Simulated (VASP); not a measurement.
# Sm (I4/mmm) in VASP: a series of runs

Runs on Sm. Level: PBE. Tasks: single point.

Program: VASP 6.6.1. These are calculated values, not measurements. Logs are shortened: lines on timing, memory, paths and dates and some standing lists are left out, and cuts for length are marked.

## 1. The crystal as given

The structure is tetragonal, space group I4/mmm (No. 139). Conventional cell: a = 3.635 Å, b = 3.635 Å, c = 5.122 Å, α = 90.00°, β = 90.00°, γ = 90.00°. Sm (site symmetry 4/mmm) has 12 Sm at 3.63 Å as nearest neighbours.

This isn't the form of Sm at room conditions, which is rhombohedral.

## 2. Single point, PBE, collinear spin, ferromagnetic start

Input file INCAR:

```
SYSTEM = Sm
PREC = Accurate
ENCUT = 460
EDIFF = 1E-5
ISMEAR = 1
SIGMA = 0.2
LREAL = .False.
LASPH = .True.
NELM = 100
ALGO = Normal
ISIF = 2
LWAVE = .False.
LCHARG = .False.
ISPIN = 2
MAGMOM = 5
LORBIT = 11
LMAXMIX = 6
GGA = PE
ADDGRID = .False.
```

Input file KPOINTS:

```
regular mesh
0
Gamma
  5 5 5
  0 0 0
```

Input file POSCAR:

```
Sm
1.0
   -1.8424340000      1.8281900000      2.5309280000
    1.8521830000     -1.8921630000      2.5832430000
    1.7732950000      1.8230240000     -2.5763240000
Sm
1
Direct
    0.0008670000     -0.0165060000      0.0081580000
```

Potentials or basis: VASP PAW PBE potentials, release 64 (Sm).

The run is started by

```console
$ cat potpaw_PBE.64/Sm/POTCAR > POTCAR
$ mpirun -np 1 vasp_std > vasp.out
```

OUTCAR:

```text
SYSTEM = Sm
   PREC = Accurate
   ENCUT = 460
   EDIFF = 1E-5
   ISMEAR = 1
   LREAL = .False.
   LASPH = .True.
   NELM = 100
   ISIF = 2
   ISPIN = 2
   LORBIT = 11
   GGA = PE

 Found     63 irreducible k-points:

 Following reciprocal coordinates:
            Coordinates               Weight
  0.000000  0.000000  0.000000      1.000000
  0.200000  0.000000  0.000000      2.000000
  0.400000 -0.000000  0.000000      2.000000
  0.000000  0.200000 -0.000000      2.000000
  0.200000  0.200000 -0.000000      2.000000
  0.400000  0.200000  0.000000      2.000000
   k-points           NKPTS =     63   k-points in BZ     NKDIM =     63   number of bands    NBANDS=     15
   number of dos      NEDOS =    301   number of ions     NIONS =      1
   total plane-waves  NPLWV =  21952
   dimension x,y,z NGX =    28 NGY =   28 NGZ =   28
   dimension x,y,z NGXF=    56 NGYF=   56 NGZF=   56
   ions per type =               1
   NGX,Y,Z   is equivalent  to a cutoff of  12.84, 12.58, 12.86 a.u.
   NGXF,Y,Z  is equivalent  to a cutoff of  25.68, 25.17, 25.72 a.u.
 SYSTEM =  Sm
   PREC   = accura    normal or accurate (medium, high low for compatibility)
   ISTART =      0    job   : 0-new  1-cont  2-samecut
   ICHARG =      2    charge: 1-file 2-atom 10-const
   ISPIN  =      2    spin polarized calculation?
   LNONCOLLINEAR =      F non collinear calculations
   LSORBIT =      F    spin-orbit coupling
   LASPH  =      T    aspherical Exc in radial PAW
   ENCUT  =  460.0 eV  33.81 Ry    5.81 a.u.   6.34  6.47  6.33*2*pi/ulx,y,z
   NELM   =    100;   NELMIN=  2; NELMDL= -5     # of ELM steps
   EDIFF  = 0.1E-04   stopping-criterion for ELM
   LREAL  =      F    real-space projection
   EDIFFG = 0.1E-03   stopping-criterion for IOM
   NSW    =      0    number of steps for IOM
   IBRION =     -1    ionic relax: 0-MD 1-quasi-New 2-CG
   NFREE  =      0    steps in history (QN), initial steepest desc. (CG)
   ISIF   =      2    stress and relaxation
   ISYM   =      2    0-nonsym 1-usesym 2-fastsym
   POTIM  = 0.5000    time-step for ionic-motion
   TEBEG  =    0.0;   TEEND  =   0.0 temperature during run
   PSTRESS=    0.0 pullay stress
   NELECT =      16.0000    total number of electrons
   NUPDOWN=      -1.0000    fix difference up-down
   EMIN   =  10.00;   EMAX   =-10.00  energy-range for DOS
   EFERMI =   0.00;   METHOD = LEGACY
   ISMEAR =     1;   SIGMA  =   0.20  broadening in eV -4-tet -1-fermi 0-gaus
   EFERMI_NEDOS =   21; number of points for ismear=-14 and -15
   IALGO  =     38    algorithm
   IMIX   =      4    mixing-type and parameters
     AMIX     =   0.40;   BMIX     =  1.00
     AMIX_MAG =   1.60;   BMIX_MAG =  1.00
  volume/ion in A,a.u.               =      33.83       228.31
  Fermi-wavevector in a.u.,A,eV,Ry     =   1.275481  2.410310 22.134673  1.626853
  Thomas-Fermi vector in A             =   2.408191
   LORBIT       =     11    0 simple, 1 ext, 2 COOP (PROOUT), +10 PAW based schemes
   GGA     = PE    functional components
   LHFCALC =     F    Hartree Fock is set to
   AEXX    =    0.0000 exact exchange contribution
   IVDW    =     0    specifies the selected vdW correction
   LEPSILON=     F    determine dielectric tensor
   LRPA    =     F    only Hartree local field effects (RPA)
 spin polarized calculation
 Methfessel and Paxton  Order N= 1 SIGMA  =   0.20
  energy-cutoff  :      460.00
  volume of cell :       33.83
 maximum number of plane-waves:       768
 NGX is ok and might be reduce to    28
   NGX = 13   NGY = 13   NGZ = 13

 number of electron      16.0000000 magnetization       6.4281058

 Free energy of the ion-electron system (eV)
  ---------------------------------------------------
  ext. energy  EPLUGINS =         0.00000000
  ---------------------------------------------------
  free energy    TOTEN  =        -9.28004140 eV

  energy without entropy =       -9.26210670  energy(sigma->0) =       -9.27406317

 E-fermi :   3.0636     XC(G=0):  -9.7923

 val. band max:        3.0634033583   @ k =   0.2000   0.4000   0.2000
 cond. band min:       3.0655117720   @ k =   0.4000  -0.4000   0.2000
 fundamental gap:      0.0021084137
 Fermi energy:         3.0635787620

 spin component 1

 k-point     1 :       0.0000    0.0000    0.0000
  band No.  band energies     occupation
      1     -36.9470      1.00000
      2     -16.1012      1.00000
      3     -16.0793      1.00000
      4     -16.0659      1.00000
      5      -1.4072      1.00000
      6       2.7899      1.03286
      7       2.7986      1.03411
      8       2.8044      1.03475
      9       2.8108      1.03524
     10       2.8181      1.03546
     11       2.8275      1.03514
     12       2.8395      1.03354
     13       4.6546     -0.00000
     14       4.9653     -0.00000
[... 77 lines left out ...]
      2     -16.9600      1.00000
      3     -16.4815      1.00000
      4     -16.2465      1.00000
      5       1.8553      1.00000
      6       2.5306      1.00054
      7       2.5766      1.00154
      8       2.5877      1.00195
      9       2.6959      1.01300
     10       3.0176      0.68885
     11       3.0253      0.65878
     12       3.1315      0.23021
     13       3.6296     -0.00023
     14       4.3326     -0.00000
     15       5.6782     -0.00000

 [... further k-points ...]

 spin component 2

 k-point     1 :       0.0000    0.0000    0.0000
  band No.  band energies     occupation
      1     -34.2866      1.00000
      2     -14.0440      1.00000
      3     -14.0116      1.00000
      4     -13.9946      1.00000
      5      -0.2740      1.00000
      6       5.8388     -0.00000
      7       5.9264     -0.00000
      8       6.1469     -0.00000
      9       6.3022     -0.00000
     10       6.5212     -0.00000
     11       6.5789     -0.00000
     12       6.6125     -0.00000
     13       7.2439      0.00000
     14       7.2531      0.00000
[... 77 lines left out ...]
      2     -15.0149      1.00000
      3     -14.4730      1.00000
      4     -14.2059      1.00000
      5       3.1261      0.24939
      6       4.1797     -0.00000
      7       5.3867     -0.00000
      8       6.3433     -0.00000
      9       6.6310     -0.00000
     10       6.6762     -0.00000
     11       6.7712     -0.00000
     12       6.8543     -0.00000
     13       6.9665     -0.00000
     14       6.9882     -0.00000
     15       7.5445      0.00000

 [... further k-points ...]
[... 5 lines left out ...]
  --------------------------------------------------------------------------------------
  -------------------------------------------------------------------------------------
  Total        2.0562256      2.0986568      2.0523090     -0.0287645     -0.0349842      0.0314553
  in kB       97.3776189     99.3870530     97.1921366     -1.3622137     -1.6567645      1.4896453
  external PRESSURE =      97.9856029 kB  Pullay stress =       0.0000000 kB

 VOLUME and BASIS-vectors are now :
 -----------------------------------------------------------------------------
  energy-cutoff  :      460.00
  volume of cell :       33.83
      direct lattice vectors                 reciprocal lattice vectors
    -1.842434000  1.828190000  2.530928000     0.004892204  0.276448139  0.198983867
     1.852183000 -1.892163000  2.583243000     0.275599134  0.007644485  0.195105370
     1.773295000  1.823024000 -2.576324000     0.281145287  0.279242012  0.002957090

 POSITION                                       TOTAL-FORCE (eV/Angst)
 -----------------------------------------------------------------------------------
      1.83448     -1.84447      2.52178         0.000000     -0.000000      0.000000
 -----------------------------------------------------------------------------------
    total drift:                               -0.000001     -0.000003      0.000002

  FREE ENERGIE OF THE ION-ELECTRON SYSTEM (eV)
  ---------------------------------------------------
  free  energy   TOTEN  =        -9.2800413994 eV

  energy  without entropy=       -9.2621066981  energy(sigma->0) =       -9.27406317

 total charge

# of ion       s       p       d       f       tot
--------------------------------------------------
    1        2.081   5.606   0.446   5.586  13.719

 magnetization (x)

# of ion       s       p       d       f       tot
--------------------------------------------------
    1       -0.002  -0.059   0.268   5.581   5.788
```

OSZICAR:

```text
N       E                     dE             d eps       ncg     rms          rms(c)
DAV:   1     0.896351682857E+02    0.89635E+02   -0.54158E+03  4459   0.400E+03
DAV:   2     0.342539257573E+01   -0.86210E+02   -0.80037E+02  5058   0.271E+02
DAV:   3    -0.619313162433E+01   -0.96185E+01   -0.93612E+01  5737   0.928E+01
DAV:   4    -0.720623611900E+01   -0.10131E+01   -0.93593E+00  7213   0.218E+01
DAV:   5    -0.726887954246E+01   -0.62643E-01   -0.60905E-01  6130   0.612E+00    0.297E+01
DAV:   6    -0.121968264842E+02   -0.49279E+01   -0.70653E+00  4840   0.789E+01    0.280E+01
DAV:   7    -0.950978020142E+01    0.26870E+01   -0.10115E+01  4846   0.527E+01    0.220E+01
DAV:   8    -0.931109691196E+01    0.19868E+00   -0.55003E-01  7095   0.778E+00    0.116E+01
DAV:   9    -0.931304999953E+01   -0.19531E-02   -0.94109E-02  6481   0.530E+00    0.727E+00
DAV:  10    -0.927843644534E+01    0.34614E-01   -0.78555E-02  6957   0.544E+00    0.399E+00
DAV:  11    -0.927959619625E+01   -0.11598E-02   -0.55338E-03  6751   0.452E-01    0.410E+00
DAV:  12    -0.928005043663E+01   -0.45424E-03   -0.16088E-04  6455   0.125E-01    0.416E+00
DAV:  13    -0.928004139938E+01    0.90372E-05   -0.80146E-06  3865   0.247E-02
   1 F= -.92800414E+01 E0= -.92740632E+01  d E =-.179347E-01  mag=     6.5106
```

It took 61 s on 1 thread of Intel Xeon Platinum 8488C (Sapphire Rapids), shared host; peak memory 0.2 GiB.

These settings aren't checked as converged: the numbers below hold their error.

What came out:

| Item | Value |
| --- | --- |
| Free energy | -9.2800 eV |
| Pressure | 9.8 GPa |
| Band gap on the k mesh | none (metal or under the smearing width) |
| Net moment | 6.43 μB per cell |
| Site moments | Sm +5.79 μB |
| Valence electrons inside the program's atomic spheres | Sm 13.72 |

Caveat: the k mesh is coarse (spacing up to 0.50 Å⁻¹), so the values aren't converged; the magnetic or orbital state may not be the lowest; spin-orbit coupling is left out, which moves the levels of the heavy elements.

## 3. Single point, PBE, collinear spin, ferromagnetic start

Changes to INCAR since step 2:

```diff
@@ -3,3 +3,3 @@
 ENCUT = 460
-EDIFF = 1E-5
+EDIFF = 1E-6
 ISMEAR = 1
@@ -18,2 +18,2 @@
 GGA = PE
-ADDGRID = .False.
+ADDGRID = .True.
```

KPOINTS is that of step 2.

Input file POSCAR:

```
Sm
1.0
   -1.8173030691      1.8173030691      2.5609871902
    1.8173030691     -1.8173030691      2.5609871902
    1.8173030691      1.8173030691     -2.5609871902
Sm
1
Direct
    0.0000000000      0.0000000000      0.0000000000
```

Potentials or basis: VASP PAW PBE potentials, release 64 (Sm).

The run is started by

```console
$ cat potpaw_PBE.64/Sm/POTCAR > POTCAR
$ mpirun -np 1 vasp_std > vasp.out
```

Run time: 53 s. Hardware: 1 thread of Intel Xeon Platinum 8488C (Sapphire Rapids), shared host; peak memory 0.28 GiB.

These settings aren't checked as converged: the numbers below hold their error.

Results:

- Free energy: -9.2896 eV
- Pressure: 2.9 GPa
- Band gap on the k mesh: none (metal or under the smearing width)
- Net moment: 6.78 μB per cell
- Site moments: Sm +5.79 μB
- Valence electrons inside the program's atomic spheres: Sm 13.68

Caveat: the k mesh is coarse (spacing up to 0.49 Å⁻¹), so the values aren't converged; the magnetic or orbital state may not be the lowest; spin-orbit coupling is left out, which moves the levels of the heavy elements.

(Continued in part 2 of 2.)
